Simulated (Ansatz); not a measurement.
A single layer of HfS₂ after relaxation:

```yaml
crystal:
  lattice:
    - [3.61833, 0.00000, 0.00000]
    - [-1.80917, 3.13357, 0.00000]
    - [0.00000, 0.00000, 31.82442]
  periodic: [true, true, false]
  atoms:
    - { symbol: S, position: [0.66667, 0.33333, 0.45427] }
    - { symbol: Hf, position: [0.00000, 0.00000, 0.50000] }
    - { symbol: S, position: [0.33333, 0.66667, 0.54573] }
```

The calculation used DFT PBE+D3(BJ), scalar-relativistic, plane waves, PAW in Ansatz 0.2.0. Settings: cutoff 420 eV, Γ-centred mesh 9×9×1 on the computed 3-atom cell, Gaussian smearing of 0.02 eV; no spin polarisation. The sheet is isolated along c (Coulomb cut-off).

Question: Predict the band gap on the sampled k points.

Answer: 1.21 eV.

Question: Predict the least direct gap.

Answer: 2.06 eV.

Question: Estimate the ionisation potential from the Kohn-Sham band edge.

Answer: 6.34 eV.

Question: Predict the electron affinity from the Kohn-Sham band edge.

Answer: 5.13 eV.

Question: Estimate the Bader charges (e).

Answer: S1 -1.07, Hf2 2.14, S3 -1.07.

Spin-orbit coupling is left out, which matters for the bands of heavy elements.